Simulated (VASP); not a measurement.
# MnS (R-3m) in VASP: notebook, part 2 of 2

VASP 6.6.1.

## Step 3: Single point, PBE, collinear spin, ferromagnetic start

The input, INCAR:

```
SYSTEM = MnS
ADDGRID = .False.
ALGO = Normal
EDIFF = 1E-6
ENCUT = 700
GGA = PE
ISIF = 2
ISMEAR = 0
ISPIN = 2
LASPH = .True.
LCHARG = .False.
LMAXMIX = 4
LORBIT = 11
LREAL = .False.
LWAVE = .False.
MAGMOM = 4 0
NELM = 100
PREC = Accurate
SIGMA = 0.05
```

The input, KPOINTS:

```
k-points
0
Gamma
  5 5 5
  0 0 0
```

The input, POSCAR:

```
MnS
1.0
    1.8299960138      1.0565486912      2.9709202777
   -1.8299960138      1.0565486912      2.9709202777
    0.0000000000     -2.1130973823      2.9709202777
Mn S
1 1
Direct
   -0.0003430000      0.0039840000     -0.0109630000
    0.4802460000      0.5015880000      0.5288910000
```

Potentials or basis: VASP PAW PBE potentials, release 64 (Mn_pv, S_h).

Started as:

```bash
> cat potpaw_PBE.64/Mn_pv/POTCAR potpaw_PBE.64/S_h/POTCAR > POTCAR
> mpirun -np 1 vasp_std > vasp.out
```

OUTCAR:

```text
SYSTEM = MnS
   EDIFF = 1E-6
   ENCUT = 700
   GGA = PE
   ISIF = 2
   ISMEAR = 0
   ISPIN = 2
   LASPH = .True.
   LORBIT = 11
   LREAL = .False.
   NELM = 100
   PREC = Accurate

 Found     63 irreducible k-points:

 Following reciprocal coordinates:
            Coordinates               Weight
  0.000000  0.000000  0.000000      1.000000
  0.200000 -0.000000  0.000000      2.000000
 -0.000000  0.200000  0.000000      2.000000
  0.000000  0.000000  0.200000      2.000000
  0.400000  0.000000  0.000000      2.000000
  0.000000  0.400000  0.000000      2.000000
   k-points           NKPTS =     63   k-points in BZ     NKDIM =     63   number of bands    NBANDS=     15
   number of dos      NEDOS =    301   number of ions     NIONS =      2
   total plane-waves  NPLWV =  32768
   dimension x,y,z NGX =    32 NGY =   32 NGZ =   32
   dimension x,y,z NGXF=    64 NGYF=   64 NGZF=   64
   ions per type =               1   1
   NGX,Y,Z   is equivalent  to a cutoff of  14.59, 14.59, 14.59 a.u.
   NGXF,Y,Z  is equivalent  to a cutoff of  29.18, 29.18, 29.18 a.u.
 SYSTEM =  MnS
   PREC   = accura    normal or accurate (medium, high low for compatibility)
   ISTART =      0    job   : 0-new  1-cont  2-samecut
   ICHARG =      2    charge: 1-file 2-atom 10-const
   ISPIN  =      2    spin polarized calculation?
   LNONCOLLINEAR =      F non collinear calculations
   LSORBIT =      F    spin-orbit coupling
   LASPH  =      T    aspherical Exc in radial PAW
   ENCUT  =  700.0 eV  51.45 Ry    7.17 a.u.   7.86  7.86  7.86*2*pi/ulx,y,z
   NELM   =    100;   NELMIN=  2; NELMDL= -5     # of ELM steps
   EDIFF  = 0.1E-05   stopping-criterion for ELM
   LREAL  =      F    real-space projection
   EDIFFG = 0.1E-04   stopping-criterion for IOM
   NSW    =      0    number of steps for IOM
   IBRION =     -1    ionic relax: 0-MD 1-quasi-New 2-CG
   NFREE  =      0    steps in history (QN), initial steepest desc. (CG)
   ISIF   =      2    stress and relaxation
   ISYM   =      2    0-nonsym 1-usesym 2-fastsym
   POTIM  = 0.5000    time-step for ionic-motion
   TEBEG  =    0.0;   TEEND  =   0.0 temperature during run
   PSTRESS=    0.0 pullay stress
   NELECT =      19.0000    total number of electrons
   NUPDOWN=      -1.0000    fix difference up-down
   EMIN   =  10.00;   EMAX   =-10.00  energy-range for DOS
   EFERMI =   0.00;   METHOD = LEGACY
   ISMEAR =     0;   SIGMA  =   0.05  broadening in eV -4-tet -1-fermi 0-gaus
   EFERMI_NEDOS =   21; number of points for ismear=-14 and -15
   IALGO  =     38    algorithm
   IMIX   =      4    mixing-type and parameters
     AMIX     =   0.40;   BMIX     =  1.00
     AMIX_MAG =   1.60;   BMIX_MAG =  1.00
  volume/ion in A,a.u.               =      17.23       116.29
  Fermi-wavevector in a.u.,A,eV,Ry     =   1.342349  2.536672 24.516344  1.801900
  Thomas-Fermi vector in A             =   2.470510
   LORBIT       =     11    0 simple, 1 ext, 2 COOP (PROOUT), +10 PAW based schemes
   GGA     = PE    functional components
   LHFCALC =     F    Hartree Fock is set to
   AEXX    =    0.0000 exact exchange contribution
   IVDW    =     0    specifies the selected vdW correction
   LEPSILON=     F    determine dielectric tensor
   LRPA    =     F    only Hartree local field effects (RPA)
 spin polarized calculation
 Gauss-broadening in eV      SIGMA  =   0.05
  energy-cutoff  :      700.00
  volume of cell :       34.47
 maximum number of plane-waves:      1464
   NGX = 15   NGY = 15   NGZ = 15

 number of electron      19.0000002 magnetization       4.5517945

 Free energy of the ion-electron system (eV)
  ---------------------------------------------------
  ext. energy  EPLUGINS =         0.00000000
  ---------------------------------------------------
  free energy    TOTEN  =       -14.06320898 eV

  energy without entropy =      -14.06193482  energy(sigma->0) =      -14.06257190

 E-fermi :   7.3661     XC(G=0): -10.8202

 val. band max:        7.1946104874   @ k =  -0.4000  -0.4000   0.2000
 cond. band min:       7.3694507564   @ k =  -0.4000  -0.2000  -0.4000
 fundamental gap:      0.1748402691
 Fermi energy:         7.3661220787

 spin component 1

 k-point     1 :       0.0000    0.0000    0.0000
  band No.  band energies     occupation
      1     -43.3492      1.00000
      2     -43.3420      1.00000
      3     -43.3323      1.00000
      4      -7.5101      1.00000
      5       3.8307      1.00000
      6       3.8587      1.00000
      7       3.8727      1.00000
      8       3.9379      1.00000
      9       3.9881      1.00000
     10       5.4391      1.00000
     11       5.4607      1.00000
     12       5.5149      1.00000
     13       9.1536      0.00000
     14      15.7287      0.00000
     15      15.8339      0.00000
[... 73 lines left out ...]
 k-point     6 :       0.0000    0.4000    0.0000
  band No.  band energies     occupation
      1     -43.3526      1.00000
      2     -43.3432      1.00000
      3     -43.3384      1.00000
      4      -6.2873      1.00000
      5       0.4093      1.00000
      6       2.4315      1.00000
      7       2.4621      1.00000
      8       4.4086      1.00000
      9       4.4241      1.00000
     10       4.7988      1.00000
     11       7.4940      0.00015
     12       7.5372      0.00000
     13      10.3960      0.00000
     14      13.0354      0.00000
     15      13.0780      0.00000

 [... further k-points ...]

 spin component 2

 k-point     1 :       0.0000    0.0000    0.0000
  band No.  band energies     occupation
      1     -38.9309      1.00000
      2     -38.9286      1.00000
      3     -38.9281      1.00000
      4      -7.2471      1.00000
      5       5.3839      1.00000
      6       5.4362      1.00000
      7       5.4581      1.00000
      8       7.4929      0.00017
      9       7.5227      0.00000
     10       7.5961      0.00000
     11       7.6422      0.00000
     12       7.7015      0.00000
     13      10.1375      0.00000
     14      16.6616      0.00000
     15      16.8287      0.00000
[... 73 lines left out ...]
 k-point     6 :       0.0000    0.4000    0.0000
  band No.  band energies     occupation
      1     -38.9395      1.00000
      2     -38.9324      1.00000
      3     -38.9302      1.00000
      4      -6.0935      1.00000
      5       1.0613      1.00000
      6       3.8831      1.00000
      7       3.9145      1.00000
      8       8.3477      0.00000
      9       8.3704      0.00000
     10       8.4503      0.00000
     11      10.0604      0.00000
     12      10.1766      0.00000
     13      11.1457      0.00000
     14      13.9526      0.00000
     15      14.0031      0.00000

 [... further k-points ...]

------------------------ aborting loop because EDIFF is reached ----------------------------------------

  FORCE on cell =-STRESS in cart. coord.  units (eV):
  Direction    XX          YY          ZZ          XY          YZ          ZX
  --------------------------------------------------------------------------------------
  -------------------------------------------------------------------------------------
  Total       -0.4734970     -0.5572018     -0.4160502      0.0422778     -0.0196518     -0.0705099
  in kB      -22.0113090    -25.9024714    -19.3408000      1.9653551     -0.9135492     -3.2777737
  external PRESSURE =     -22.4181935 kB  Pullay stress =       0.0000000 kB

 VOLUME and BASIS-vectors are now :
 -----------------------------------------------------------------------------
  energy-cutoff  :      700.00
  volume of cell :       34.47
      direct lattice vectors                 reciprocal lattice vectors
     1.829996014  1.056548691  2.970920278     0.273224639  0.157746319  0.112198680
    -1.829996014  1.056548691  2.970920278    -0.273224639  0.157746319  0.112198680
     0.000000000 -2.113097382  2.970920278     0.000000000 -0.315492638  0.112198680

 POSITION                                       TOTAL-FORCE (eV/Angst)
 -----------------------------------------------------------------------------------
      1.82208     -1.02954      5.92009        -0.102422     -0.313538      0.163500
     -0.03906     -0.08024      4.48824         0.102422      0.313538     -0.163500
 -----------------------------------------------------------------------------------
    total drift:                                0.000095      0.000148      0.000049

  FREE ENERGIE OF THE ION-ELECTRON SYSTEM (eV)
  ---------------------------------------------------
  free  energy   TOTEN  =       -14.0632089791 eV

  energy  without entropy=      -14.0619348231  energy(sigma->0) =      -14.06257190

 total charge

# of ion       s       p       d       tot
------------------------------------------
    1        0.220   6.171   4.951  11.343
    2        0.812   1.289   0.000   2.101
--------------------------------------------------
tot          1.032   7.461   4.951  13.444

 magnetization (x)

# of ion       s       p       d       tot
------------------------------------------
    1        0.050   0.040   4.063   4.153
    2        0.020   0.035   0.000   0.055
--------------------------------------------------
tot          0.069   0.075   4.063   4.207
```

stdout:

```text
POSCAR found type information on POSCAR MnS
 POSCAR found :  2 types and       2 ions
 scaLAPACK will be used
 LDA part: xc-table for (Slater+PW92), standard interpolation
 POSCAR, INCAR and KPOINTS ok, starting setup
 FFT: planning ... GRIDC
 FFT: planning ... GRID_SOFT
 FFT: planning ... GRID
 WAVECAR not read
 entering main loop
```

Run time: 70 s. Hardware: 1 thread of Intel Xeon Platinum 8488C (Sapphire Rapids), shared host; peak memory 0.25 GiB.

These settings aren't checked as converged: the numbers below hold their error.

What came out:

```yaml
Free_energy: -14.0632 eV
Pressure: -2.2 GPa
Largest_force: 0.368 eV/Å
Band_gap_on_the_k_mesh: none (metal or under the smearing width)
Net_moment: 4.55 μB per cell
Site_moments: Mn +4.15; S +0.06 μB
Valence_electrons_inside_the_program's_atomic_spheres: Mn 11.34; S 2.10
```

Caveat: the k mesh is coarse (spacing up to 0.42 Å⁻¹), so the values aren't converged; a cell with one magnetic atom can't hold antiferromagnetic order, which such compounds often take; semilocal functionals often make such compounds metallic where correlation or magnetic order opens a gap, which also shifts bond lengths.

## Step 4: Single point, PBE, collinear spin, ferromagnetic start

Changes to INCAR since step 3:

```diff
@@ -4,3 +4,3 @@
 EDIFF = 1E-6
-ENCUT = 700
+ENCUT = 1100
 GGA = PE
```

The input, KPOINTS:

```
k-points
0
Gamma
  4 4 4
  0 0 0
```

The input, POSCAR:

```
MnS
1.0
    1.8299960138      1.0565486912      2.9709202777
   -1.8299960138      1.0565486912      2.9709202777
    0.0000000000     -2.1130973823      2.9709202777
Mn S
1 1
Direct
    0.0000000000      0.0000000000      0.0000000000
    0.5000000000      0.5000000000      0.5000000000
```

Started as:

```bash
> cat potpaw_PBE.64/Mn_pv/POTCAR potpaw_PBE.64/S_h/POTCAR > POTCAR
> mpirun -np 1 vasp_std > vasp.out
```

It took 44 s on 1 thread of Intel Xeon Platinum 8488C (Sapphire Rapids), shared host; peak memory 0.29 GiB.

These settings aren't checked as converged: the numbers below hold their error.

Results:

```yaml
Free_energy: -14.0816 eV
Pressure: -4.8 GPa
Band_gap_on_the_k_mesh: none (metal or under the smearing width)
Net_moment: 4.38 μB per cell
Site_moments: Mn +4.04; S +0.04 μB
Valence_electrons_inside_the_program's_atomic_spheres: Mn 11.34; S 2.10
```

Caveat: the k mesh is coarse (spacing up to 0.53 Å⁻¹), so the values aren't converged; a cell with one magnetic atom can't hold antiferromagnetic order, which such compounds often take; semilocal functionals often make such compounds metallic where correlation or magnetic order opens a gap, which also shifts bond lengths.
